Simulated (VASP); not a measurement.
# PtSe2 (P-3m1) in VASP: notebook

Runs on PtSe2. Level: LDA. Tasks: relaxation of cell and atoms.

Program: VASP 6.6.1. These are calculated values, not measurements. Logs are shortened: lines on timing, memory, paths and dates and some standing lists are left out, and cuts for length are marked.

## (1) The crystal as given

It takes space group P-3m1 (No. 164, trigonal). The conventional cell has a = 3.724 Å, b = 3.724 Å, c = 5.062 Å, α = 90.00°, β = 90.00°, γ = 120.00°. Around Pt (site symmetry -3m) lie 6 Se at 2.49 Å. Se (site symmetry 3m) is surrounded by 3 Pt at 2.49 Å.

## (2) Relaxation of cell and atoms, LDA

INCAR

```
SYSTEM = PtSe2
ALGO = Fast
EDIFF = 1E-7
EDIFFG = -0.002
ENCUT = 350
IBRION = 2
ISIF = 3
ISMEAR = 0
KPAR = 4
LASPH = .True.
LCHARG = .False.
LREAL = .False.
LWAVE = .False.
NELM = 60
NSW = 80
PREC = Accurate
SIGMA = 0.02
```

KPOINTS

```
k-points
0
Gamma
  6 6 4
  0 0 0
```

POSCAR

```
PtSe2
1.0
    3.7240000000      0.0000000000      0.0000000000
   -1.8620000000      3.2250786000      0.0000000000
    0.0000000000      0.0000000000      5.0620000000
Pt Se
1 2
Direct
    0.0000000000      0.0000000000      0.0000000000
    0.3333333300      0.6666666700      0.2500000000
    0.6666666700      0.3333333300      0.7500000000
```

Potentials or basis: VASP PAW LDA potentials, release 64 (Pt, Se).

Command:

```sh
cat potpaw_LDA.64/Pt/POTCAR potpaw_LDA.64/Se/POTCAR > POTCAR
mpirun -np 4 vasp_std > vasp.out
```

OUTCAR:

```text
SYSTEM = PtSe2
   EDIFF = 1E-7
   EDIFFG = -0.002
   ENCUT = 350
   IBRION = 2
   ISIF = 3
   ISMEAR = 0
   LASPH = .True.
   LREAL = .False.
   NELM = 60
   NSW = 80
   PREC = Accurate

 ion  position               nearest neighbor table
   1  0.000  0.000  0.000-   2 2.49   3 2.49   2 2.49   3 2.49   3 2.49   2 2.49
   2  0.333  0.667  0.250-   1 2.49   1 2.49   1 2.49
   3  0.667  0.333  0.750-   1 2.49   1 2.49   1 2.49

  LATTYP: Found a hexagonal cell.
 ALAT       =     3.7240000000
 C/A-ratio  =     1.3592910849

  Lattice vectors:

 A1 = (   3.7240000000,   0.0000000000,   0.0000000000)
 A2 = (  -1.8620000000,   3.2250786000,   0.0000000000)
 A3 = (   0.0000000000,   0.0000000000,   5.0620000000)

Analysis of symmetry for initial positions (statically):
=====================================================================
 Subroutine PRICEL returns:
 Original cell was already a primitive cell.

 Routine SETGRP: Setting up the symmetry group for a
 hexagonal supercell.

 Subroutine GETGRP returns: Found 12 space group operations
 (whereof 12 operations were pure point group operations)
 out of a pool of 24 trial point group operations.

The static configuration has the point symmetry D_3d.

Analysis of symmetry for dynamics (positions and initial velocities):
=====================================================================
 Subroutine PRICEL returns:
 Original cell was already a primitive cell.

 Routine SETGRP: Setting up the symmetry group for a
 hexagonal supercell.

 Subroutine GETGRP returns: Found 12 space group operations
 (whereof 12 operations were pure point group operations)
 out of a pool of 24 trial point group operations.

The dynamic configuration has the point symmetry D_3d.

 Subroutine INISYM returns: Found 12 space group operations
 (whereof 12 operations are pure point group operations),
 and found     1 'primitive' translations

----------------------------------------------------------------------------------------

                                     Primitive cell

  volume of cell :      60.7956

  direct lattice vectors                    reciprocal lattice vectors
     3.724000000  0.000000000  0.000000000     0.268528464  0.155034981  0.000000000
    -1.862000000  3.225078600  0.000000000     0.000000000  0.310069962  0.000000000
[... 95 lines left out ...]
   TEBEG  =    0.0;   TEEND  =   0.0 temperature during run
   PSTRESS=    0.0 pullay stress
   NELECT =      22.0000    total number of electrons
   NUPDOWN=      -1.0000    fix difference up-down
   EMIN   =  10.00;   EMAX   =-10.00  energy-range for DOS
   EFERMI =   0.00;   METHOD = LEGACY
   ISMEAR =     0;   SIGMA  =   0.02  broadening in eV -4-tet -1-fermi 0-gaus
   EFERMI_NEDOS =   21; number of points for ismear=-14 and -15
   IALGO  =     68    algorithm
   IMIX   =      4    mixing-type and parameters
     AMIX     =   0.40;   BMIX     =  1.00
     AMIX_MAG =   1.60;   BMIX_MAG =  1.00
  volume/ion in A,a.u.               =      20.27       136.76
  Fermi-wavevector in a.u.,A,eV,Ry     =   1.166608  2.204570 18.517184  1.360975
  Thomas-Fermi vector in A             =   2.303119
   LORBIT       =      0    0 simple, 1 ext, 2 COOP (PROOUT), +10 PAW based schemes
   GGA     = CA    functional components
   LHFCALC =     F    Hartree Fock is set to
   AEXX    =    0.0000 exact exchange contribution
   IVDW    =     0    specifies the selected vdW correction
   LEPSILON=     F    determine dielectric tensor
   LRPA    =     F    only Hartree local field effects (RPA)
 conjugate gradient relaxation of ions
 non-spin polarized calculation
 RMM-DIIS sequential band-by-band and
 Gauss-broadening in eV      SIGMA  =   0.02
  energy-cutoff  :      350.00
  volume of cell :       60.80
 maximum number of plane-waves:       924
 NGX is ok and might be reduce to    24
   NGX = 11   NGY = 11   NGZ = 15

--------------------------------------- Ionic step        1  -------------------------------------------

 number of electron      22.0000007 magnetization

 Free energy of the ion-electron system (eV)
  ---------------------------------------------------
  ext. energy  EPLUGINS =         0.00000000
  ---------------------------------------------------
  free energy    TOTEN  =       -17.05656623 eV

  energy without entropy =      -17.05572696  energy(sigma->0) =      -17.05614659

------------------------ aborting loop because EDIFF is reached ----------------------------------------

  FORCE on cell =-STRESS in cart. coord.  units (eV):
  Direction    XX          YY          ZZ          XY          YZ          ZX
  --------------------------------------------------------------------------------------
  -------------------------------------------------------------------------------------
  Total        0.0460135      0.0460135     -0.3722054     -0.0000000     -0.0000000     -0.0000000
  in kB        1.2126178      1.2126178     -9.8089196     -0.0000000     -0.0000000     -0.0000000
  external PRESSURE =      -2.4612280 kB  Pullay stress =       0.0000000 kB
[... 92 lines left out ...]
  FREE ENERGIE OF THE ION-ELECTRON SYSTEM (eV)
  ---------------------------------------------------
  free  energy   TOTEN  =       -17.0834607005 eV

  energy  without entropy=      -17.0829312697  energy(sigma->0) =      -17.08319599

[... ionic steps 4 to 21 ...]

--------------------------------------- Ionic step       22  -------------------------------------------

 number of electron      21.9999996 magnetization

------------------------ aborting loop because EDIFF is reached ----------------------------------------
[... 69 lines left out ...]
--------------------------------------- Ionic step       24  -------------------------------------------

 number of electron      21.9999996 magnetization

 Free energy of the ion-electron system (eV)
  ---------------------------------------------------
  ext. energy  EPLUGINS =         0.00000000
  ---------------------------------------------------
  free energy    TOTEN  =       -17.09584536 eV

  energy without entropy =      -17.09528856  energy(sigma->0) =      -17.09556696

 E-fermi :   7.0173     XC(G=0): -11.1911

 val. band max:        7.0012766457   @ k =   0.0000   0.3333   0.2500
 cond. band min:       7.0194013487   @ k =   0.3333   0.3333   0.0000
 fundamental gap:      0.0181247031
 Fermi energy:         7.0173391840

 k-point     1 :       0.0000    0.0000    0.0000
  band No.  band energies     occupation
      1      -8.8532      2.00000
      2      -5.5948      2.00000
      3      -0.2878      2.00000
      4       0.6016      2.00000
      5       0.6016      2.00000
      6       3.1415      2.00000
      7       3.1415      2.00000
      8       4.5523      2.00000
      9       6.0276      2.00000
     10       6.0276      2.00000
     11       7.8748      0.00000
     12       8.1661      0.00000
     13       8.1661      0.00000
     14      10.2340      0.00000
[... 443 lines left out ...]
  FREE ENERGIE OF THE ION-ELECTRON SYSTEM (eV)
  ---------------------------------------------------
  free  energy   TOTEN  =       -17.0958453554 eV

  energy  without entropy=      -17.0952885603  energy(sigma->0) =      -17.09556696

 reached required accuracy - stopping structural energy minimisation
```

Run time: 68 s. Hardware: 4 MPI ranks of Intel Xeon Platinum 8259CL at 2.50GHz (Skylake/Cascade Lake), shared host; peak memory 0.13 GiB.

What came out:

```yaml
Free_energy: -17.0958 eV
Relaxed_volume: 19.31 Å³/atom
Relaxed_cell: a = 3.739 Å, b = 3.739 Å, c = 4.783 Å, α = 90.00°, β = 90.00°, γ = 120.00°
Space_group_after_relaxing_to_0.05_Å: P-3m1 (No. 164)
Energy_gained_by_relaxing: 13.1 meV/atom
Ionic_steps: 24
Pressure_after_relaxing: 0.0 GPa
Band_gap_on_the_k_mesh: none (metal or under the smearing width)
```

Step by step:
```csv
step,energy change (eV),largest force (eV/Å),pressure (GPa),volume (Å³)
1,0.0000,0.2392,-0.25,60.80
2,-0.0081,0.2196,-0.64,60.52
3,-0.0269,0.0125,-1.55,59.69
4,-0.0162,0.5359,-2.66,58.01
5,-0.0315,0.1433,-1.89,59.19
6,-0.0348,0.1220,-1.33,58.79
7,-0.0379,0.0817,-0.15,58.01
8,-0.0380,0.0770,-0.01,57.91
9,-0.0382,0.0662,0.01,57.92
10,-0.0388,0.0343,0.04,57.93
11,-0.0392,0.0292,0.10,57.96
12,-0.0392,0.0169,0.09,57.95
13,-0.0392,0.0051,-0.06,58.00
14,-0.0392,0.0064,-0.04,57.99
15,-0.0393,0.0062,-0.04,57.98
16,-0.0393,0.0046,-0.01,57.95
17,-0.0393,0.0012,0.02,57.88
18,-0.0393,0.0028,0.00,57.92
19,-0.0393,0.0029,0.00,57.92
20,-0.0393,0.0022,0.01,57.90
21,-0.0393,0.0025,0.01,57.91
22,-0.0393,0.0011,-0.02,57.92
23,-0.0393,0.0004,-0.01,57.92
24,-0.0393,0.0005,0.00,57.92
```

Final structure:
```
CELL_PARAMETERS angstrom
3.73911 0.00000 0.00000
-1.86956 3.23817 0.00000
0.00000 0.00000 4.78328
ATOMIC_POSITIONS crystal
Pt 0.00000 0.00000 0.00000
Se 0.33333 0.66667 0.26472
Se 0.66667 0.33333 0.73528
```

Levels at points of the mesh, in eV from the Fermi level:
```
           k point  band 8  band 9  band 10  band 11  band 12  band 13  band 14  band 15
(0.00, 0.00, 0.00)   -2.47   -0.99    -0.99     0.86     1.15     1.15     3.22     4.21
(0.50, 0.00, 0.00)   -3.78   -3.37    -3.31    -2.93     0.55     2.63     5.11     6.10
(0.00, 0.00, 0.50)   -2.98   -1.71    -1.71    -1.63     2.46     2.46     4.96     6.59
(0.50, 0.00, 0.50)   -3.40   -3.11    -2.64    -1.09     0.67     1.56     4.80     5.05
```

## (3) Relaxation of cell and atoms, LDA

This run uses another cell than the first one, of 19.31 Å³/atom, 0.953 times its volume.

INCAR is that of step 2.

KPOINTS is that of step 2.

POSCAR

```
PtSe2                                   
1.0
    3.7391135326     -0.0000000000     -0.0000000000
   -1.8695567663      3.2381673031     -0.0000000000
    0.0000000000     -0.0000000000      4.7832752675
  Pt              Se            
     1     2
Direct
     0.0000000000000000    0.0000000000000000    0.0000000000000000
     0.3333333300000021    0.6666666699999979    0.2647247313438429
     0.6666666699999979    0.3333333300000021    0.7352752686561570
```

Potentials or basis: VASP PAW LDA potentials, release 64 (Pt, Se).

Command:

```sh
cat potpaw_LDA.64/Pt/POTCAR potpaw_LDA.64/Se/POTCAR > POTCAR
mpirun -np 4 vasp_std > vasp.out
```

Wall time 20 s (4 MPI ranks of Intel Xeon Platinum 8259CL at 2.50GHz (Skylake/Cascade Lake), shared host); peak memory 0.13 GiB.

Results (log left out):

```yaml
Free_energy: -17.0927 eV
Relaxed_volume: 19.28 Å³/atom
Relaxed_cell: a = 3.740 Å, b = 3.740 Å, c = 4.776 Å, α = 90.00°, β = 90.00°, γ = 120.00°
Space_group_after_relaxing_to_0.05_Å: P-3m1 (No. 164)
Energy_gained_by_relaxing: 0.0 meV/atom
Ionic_steps: 9
Pressure_after_relaxing: 0.0 GPa
Band_gap_on_the_k_mesh: none (metal or under the smearing width)
```

Final structure:
```cif
data_structure
_symmetry_space_group_name_H-M 'P 1'
_symmetry_Int_Tables_number 1
_cell_length_a 3.7399
_cell_length_b 3.7399
_cell_length_c 4.7760
_cell_angle_alpha 90.000
_cell_angle_beta 90.000
_cell_angle_gamma 120.000
_cell_volume 57.85
loop_
_atom_site_label
_atom_site_type_symbol
_atom_site_fract_x
_atom_site_fract_y
_atom_site_fract_z
_atom_site_occupancy
Pt1 Pt 0.00000 0.00000 0.00000 1
Se1 Se 0.33333 0.66667 0.26488 1
Se2 Se 0.66667 0.33333 0.73511 1
```

Levels at points of the mesh, in eV from the Fermi level:
| k point | band 9 | band 10 | band 11 | band 12 | band 13 | band 14 |
| --- | --- | --- | --- | --- | --- | --- |
| (0.00, 0.00, 0.00) | -0.99 | -0.99 | 0.86 | 1.14 | 1.14 | 3.21 |
| (0.50, 0.00, 0.00) | -3.37 | -3.31 | -2.93 | 0.54 | 2.64 | 5.11 |
| (0.00, 0.00, 0.50) | -1.72 | -1.72 | -1.63 | 2.46 | 2.46 | 4.96 |
| (0.50, 0.00, 0.50) | -3.11 | -2.64 | -1.08 | 0.66 | 1.56 | 4.80 |
